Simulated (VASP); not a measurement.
# BaHfO3: structure and properties in VASP, part 2 of 2

Aim: relax BaHfO3, then compute properties on the relaxed cell. The start is a computed cell from the Materials Project.

VASP 6.6.1; r2SCAN; plane waves and PAW (Ba_sv, Hf_pv, O).

So far, gap on the k-mesh (eV): step 2 (full relaxation (r2SCAN)) 4.23; step 3 (density, ELF and potential (r2SCAN)) 4.23; step 5 (density of states (r2SCAN)) 4.18.

## 6. Independent-particle dielectric function (r2SCAN) (continued)

Real dielectric function, xx against photon energy:

photon energy (eV), real dielectric function, xx and a bar from the least value:
```
      0.0       4.27 ####################
      0.5       4.28 ####################
      1.0       4.32 ####################
      1.5       4.37 ####################
      2.0       4.46 ####################
      2.5       4.58 #####################
      3.0       4.75 #####################
      3.5       4.99 ######################
      4.0       5.36 #######################
      4.5       5.88 #########################
      5.0       6.68 ############################
      5.5       7.29 ##############################
      6.0       5.84 #########################
      6.5       7.02 #############################
      7.0       5.32 #######################
      7.5       2.35 #############
      8.0       2.09 ############
      8.5       3.10 ###############
      9.0       1.92 ###########
      9.5       1.78 ###########
     10.0       2.65 ##############
     10.5       1.54 ##########
     11.0       0.31 ######
     11.5      -0.50 ###
     12.0       0.19 #####
     12.5      -0.72 ##
     13.0      -0.24 ####
     13.5       0.19 #####
     14.0       1.25 #########
     14.5       1.93 ###########
     15.0       1.21 #########
     15.5       1.45 ##########
     16.0       1.74 ###########
     16.5       1.87 ###########
     17.0       1.92 ###########
     17.5       1.37 #########
     18.0       1.32 #########
     18.5       1.09 ########
     19.0       0.79 #######
     19.5       0.30 ######
     20.0       0.01 #####
     20.5      -1.34 
     21.0      -1.32 
     21.5      -0.70 ##
     22.0      -0.44 ###
     22.5      -0.24 ####
     23.0      -0.15 ####
     23.5      -0.41 ###
     24.0      -0.08 ####
     24.5       0.00 #####
```

The mean of ε2 over directions passes 5 % of its top at 4.53 eV, against a least direct gap of 4.36 eV on this mesh, so absorption sets in close to the direct gap. The indirect gap (4.12 eV in the band run) doesn't show, since phonons are left out.

## 7. Vibrations at Γ (r2SCAN)

Zone-centre modes test whether the atoms sit at a minimum within this cell. IBRION = 6 takes the force constants from differences of forces between displaced cells, so the forces must be tight.

Contents of INCAR:

```
SYSTEM = BaHfO3
PREC = Accurate
ENCUT = 520
EDIFF = 1E-08
NELM = 100
ISMEAR = 0
SIGMA = 0.05
LREAL = .FALSE.
ALGO = Normal
METAGGA = R2SCAN
LASPH = .TRUE.
NBANDS = 25
LORBIT = 11
LWAVE = .FALSE.
LCHARG = .FALSE.
KPAR = 4
IBRION = 6
NFREE = 2
POTIM = 0.015
ISIF = 2
NSW = 1
```

Contents of POSCAR:

```
BaHfO3
1.0
    4.1709285800      0.0000000000      0.0000000000
    0.0000000000      4.1709285800      0.0000000000
    0.0000000000      0.0000000000      4.1709285800
Ba Hf O
1 1 3
Direct
    0.5000000000      0.5000000000      0.5000000000
    0.0000000000      0.0000000000      0.0000000000
    0.0000000000      0.5000000000      0.0000000000
    0.5000000000      0.0000000000      0.0000000000
    0.0000000000      0.0000000000      0.5000000000
```

Contents of KPOINTS:

```
Automatic mesh
0
Gamma
5 5 5
0 0 0
```

The projector-augmented-wave data sets are Ba_sv, Hf_pv and O (PBE family, release 64).

Command:

```
> mpirun -np 4 vasp_std
```

Wall time 2.7 min (4 MPI ranks of AMD EPYC 9R45, shared host); peak memory 0.96 GiB; 11 min of CPU time.

The last energy, forces, stress and levels in OUTCAR belong to the last displaced cell, not to the cell of POSCAR.

This step gave:

```yaml
bands: 25
irreducible_k_points: 10
pressure_of_the_cell: 0.03746 GPa
largest_force_of_the_cell: 0 eV/Å
```

Transverse limit, no LO-TO splitting. Modes at Γ, with each element's share of the kinetic energy:

```csv
mode,frequency (cm⁻¹),symmetry,Ba %,Hf %,O %
1,-1.0,acoustic,37,50,13
2,-1.0,acoustic,37,50,13
3,-1.0,acoustic,37,50,13
4,120.0,T1u,62,25,12
5,120.0,T1u,62,25,12
6,120.0,T1u,62,25,12
7,205.4,T1u,0,24,75
8,205.4,T1u,0,24,75
9,205.4,T1u,0,24,75
10,235.4,T2u,0,0,100
11,235.4,T2u,0,0,100
12,235.4,T2u,0,0,100
13,520.5,T1u,0,1,99
14,520.5,T1u,0,1,99
15,520.5,T1u,0,1,99
```

Displacements in mode 5 (120.0 cm⁻¹), the largest set to 1:
```
Ba1 -0.02 -0.05  1.00
Hf2  0.01  0.03 -0.56
O3   0.02  0.03 -0.81
O4   0.01  0.04 -0.81
O5   0.02  0.04 -0.59
```

Displacements in mode 7 (205.4 cm⁻¹), the largest set to 1:
```
Ba1  0.00 -0.02 -0.04
Hf2  0.03  0.13  0.26
O3  -0.13 -0.28 -1.00
O4  -0.07 -0.50 -1.00
O5  -0.13 -0.50 -0.57
```

The three acoustic modes lie within 1.0 cm⁻¹ of zero, and all others are real. By the characters of their eigenvectors the optical modes sort into (cm⁻¹) infrared active: T1u 120, T1u 205, T1u 520; silent: T2u 235.

## 8. Bands along the symmetry lines (r2SCAN), changed input

The mesh alone shows little of the dispersion and can miss band extrema, so KPOINTS_OPT adds a path through the symmetry points after the self-consistent cycle. Some settings are moved from the usual, to see what they do.

Contents of INCAR:

```
SYSTEM = BaHfO3
PREC = Accurate
ENCUT = 300
EDIFF = 1E-06
NELM = 100
ISMEAR = 0
SIGMA = 0.05
LREAL = .FALSE.
ALGO = Normal
METAGGA = R2SCAN
LASPH = .TRUE.
NBANDS = 34
LORBIT = 11
LWAVE = .FALSE.
LCHARG = .FALSE.
KPAR = 4
NELMIN = 8
```

POSCAR is that of step 7.

KPOINTS is that of step 7.

Contents of KPOINTS_OPT:

```
Line mode
16
Line-mode
Reciprocal
  0.00000000   0.00000000   0.00000000 GAMMA
  0.00000000   0.50000000   0.00000000 X

  0.00000000   0.50000000   0.00000000 X
  0.50000000   0.50000000   0.00000000 M

  0.50000000   0.50000000   0.00000000 M
  0.00000000   0.00000000   0.00000000 GAMMA

  0.00000000   0.00000000   0.00000000 GAMMA
  0.50000000   0.50000000   0.50000000 R

  0.50000000   0.50000000   0.50000000 R
  0.00000000   0.50000000   0.00000000 X

  0.50000000   0.50000000   0.00000000 M
  0.50000000   0.50000000   0.50000000 R
```

Command:

```
> mpirun -np 4 vasp_std
```

Run time: 39 s. Hardware: 4 MPI ranks; peak memory 0.52 GiB.

The run converged; its settings lie outside those of the reference runs, so its numbers are set aside.

Against the sound run on this cell (bands along the symmetry lines (r2SCAN)) the energy at zero smearing moves by -117.2 meV an atom and the pressure by -30.34 GPa.

Settings moved from the usual: NELMIN = 8 and ENCUT = 300.

The cutoff falls from 520 to 300 eV, which shrinks the basis; the stress suffers most (Pulay stress), and PAW energies need not rise evenly as the basis shrinks. NELMIN acts on the way to self-consistency or on speed; a fully converged result doesn't depend on them, though slow mixing can meet EDIFF with the stress still off.

## 9. Outcome

```
relaxed volume                                                           : 14.51 Å³/atom
relaxed conventional cell a, b, c                                        : 4.171, 4.171, 4.171 Å
space group after relaxing, within 0.02 Å (lengths above averaged to it) : Pm-3m (No. 221)
band gap                                                                 : 4.12 eV, indirect (least direct gap of that run 4.35 eV)
gap among the points of the DOS mesh alone, an upper bound               : 4.18 eV
strongest peak of ε2, mean over directions                               : 7.24 eV
ε1 at zero frequency, no local fields, mean                              : 4.27
highest zone-centre mode                                                 : 520 cm⁻¹
```

In words: With r2SCAN, BaHfO3 relaxes to 14.51 Å³/atom in space group Pm-3m and has an indirect gap of 4.12 eV. Bands along the symmetry lines (r2SCAN): The path shows an indirect gap of 4.12 eV (valence top at R, conduction bottom at Γ). The least direct gap is 4.35 eV. Vibrations at Γ (r2SCAN): The highest mode in this list at Γ, 520.5 cm⁻¹, is mostly motion of O (99 % of the kinetic energy). Spin-orbit coupling is left out, and with elements this heavy it would split and shift bands near the edges, and it can change the kind of a small gap. Modes at Γ alone can't show that the crystal is stable at other wave vectors, and the LO-TO splitting is not included. No search among competing phases was made, and a listed structure need not be the one stable at ambient conditions. All values are for a static lattice at zero temperature.

[Lines on the potential files, build, host, timing and source positions are cut from VASP's logs without a mark.]

[Logs are printed without paths, hosts, clocks, repeated set-up lines and the standing remarks that a program may print on its own settings, such as how far it seeks lower states.]

[Hosts, paths, dates, database ids (printed as entryN), source tags and the programs' standing remarks are cut or masked in the printed files.]

[A measured line is paired with the nearest computed mode of its activity, which favours agreement.]
